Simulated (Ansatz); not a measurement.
**AlN under changes of volume**

One of the cells (10.417 Å³/atom); the others are scaled copies at fixed shape and fractional positions:

```
Al N
1.0
     0.00000    2.18399    2.18399
     2.18399    0.00000    2.18399
     2.18399    2.18399    0.00000
Al N
1 1
Direct
  0.00000 0.00000 0.00000
  0.25000 0.25000 0.25000
```

Measurements of this composition are mostly on another form, of space group No. 186.

- Program: Ansatz 0.2.0
- Functional: BLYP
- Dispersion: D3(BJ)
- Potentials or basis: Ansatz PAW
- Cutoff: 420 eV (not typed: the program's choice for these potentials)
- k mesh: 10 × 10 × 10
- Occupations: fermi-dirac, width 0.05 eV
- Spin: no spin polarisation

```csv
volume (Å³/atom),energy over the lowest point (meV/atom),pressure (GPa),gap on the mesh (eV)
9.792,?,?,?
10.001,6.89,7.1,3.71
10.209,0.59,2.6,3.70
10.417,0.00,-1.6,3.69
10.626,4.47,-5.3,3.67
10.834,13.58,-8.7,3.66
11.042,26.94,-11.7,3.65
```

**Question.** What does the run at 9.792 Å³/atom give?

**Answer.** Energy over the lowest point 19.34 meV/atom; pressure 12.2 GPa; gap on the mesh 3.73 eV.

Worked out: A Birch-Murnaghan fit of order 3 (a polynomial in V^(-2/3)) to the other rows has its minimum at 10.34 Å³/atom with B0 = V·E''(V) = 203 GPa and B' = 3.8. It gives 19.42 meV/atom at 9.792 Å³/atom, against the run's 19.34, and -dE/dV = 12.2 GPa, against 12.2. A straight line through the other rows of the gap, of slope -0.635 eV per unit of ln V, extrapolates to 3.73 eV, against the run's 3.73.

Energies are extrapolated to zero smearing.

Caveats: the PAW data sets come from PBE, with cores solved anew for the run's functional, which leaves a small shift of forces and pressure.

A mesh can miss the band edges.
